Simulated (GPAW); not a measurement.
WS2 (Tungstenite):

```
W S
1.0
     3.18000    0.00000    0.00000
    -1.59000    2.75396    0.00000
     0.00000    0.00000   12.50000
W S
2 4
Direct
  0.66667 0.33333 0.75000
  0.33333 0.66667 0.25000
  0.66667 0.33333 0.37500
  0.33333 0.66667 0.87500
  0.66667 0.33333 0.12500
  0.33333 0.66667 0.62500
```

```yaml
Program: GPAW 26.7.0
Task: relaxation of cell and atoms
Functional: PBE
Potentials_or_basis: GPAW PAW data sets (gpaw-data 1.2.1)
Cutoff: 600 eV
Basis: pw
k_mesh: 5 × 5 × 2
Occupations: fermi-dirac, width 0.05 eV
Spin: no spin polarisation
```

At the start: pressure 2.3 GPa; volume 18.24 Å³/atom.

Task: Where does the relaxation end?

Result: Over 15 steps the energy falls by 13.4 meV/atom and the volume is 20.95 Å³/atom (+14.8 %); space group P6_3/mmc (No. 194, to 0.05 Å).

Step by step:
| step | energy change (eV) | largest force (eV/Å) | pressure (GPa) | volume (Å³) |
| --- | --- | --- | --- | --- |
| 1 | 0.0000 | 0.1463 | 2.28 | 109.47 |
| 2 | -0.0040 | 0.0642 | 1.76 | 109.67 |
| 3 | -0.0088 | 0.1102 | 0.59 | 110.22 |
| 4 | -0.0101 | 0.1337 | 0.38 | 110.43 |
| 5 | -0.0191 | 0.2102 | -0.69 | 111.97 |
| 6 | -0.0274 | 0.1898 | -1.22 | 113.58 |
| 7 | -0.0350 | 0.0745 | -1.18 | 115.23 |
| 8 | -0.0384 | 0.0238 | -0.82 | 115.85 |
| 9 | -0.0421 | 0.1106 | -0.33 | 116.23 |
| 10 | -0.0487 | 0.2026 | 0.37 | 116.82 |
| 11 | -0.0586 | 0.2432 | 1.00 | 117.93 |
| 12 | -0.0697 | 0.1742 | 1.08 | 119.84 |
| 13 | -0.0767 | 0.0527 | 0.56 | 122.19 |
| 14 | -0.0794 | 0.0055 | 0.13 | 124.22 |
| 15 | -0.0805 | 0.0109 | -0.02 | 125.71 |

Final structure:
```yaml
crystal:
  lattice:
    - [3.18739, 0.00000, 0.00000]
    - [-1.59370, 2.76036, 0.00000]
    - [0.00000, 0.00000, 14.28769]
  atoms:
    - { symbol: W, position: [0.66667, 0.33333, 0.75000] }
    - { symbol: W, position: [0.33333, 0.66667, 0.25000] }
    - { symbol: S, position: [0.66667, 0.33333, 0.36005] }
    - { symbol: S, position: [0.33333, 0.66667, 0.86004] }
    - { symbol: S, position: [0.66667, 0.33333, 0.13996] }
    - { symbol: S, position: [0.33333, 0.66667, 0.63995] }
```

Caveat: the k mesh is coarse (spacing up to 0.46 Å⁻¹), so the values aren't converged; later steps reuse the first step's grids; this functional lacks dispersion, which binds the layers, so the pressure and a relaxed spacing across them are unreliable.
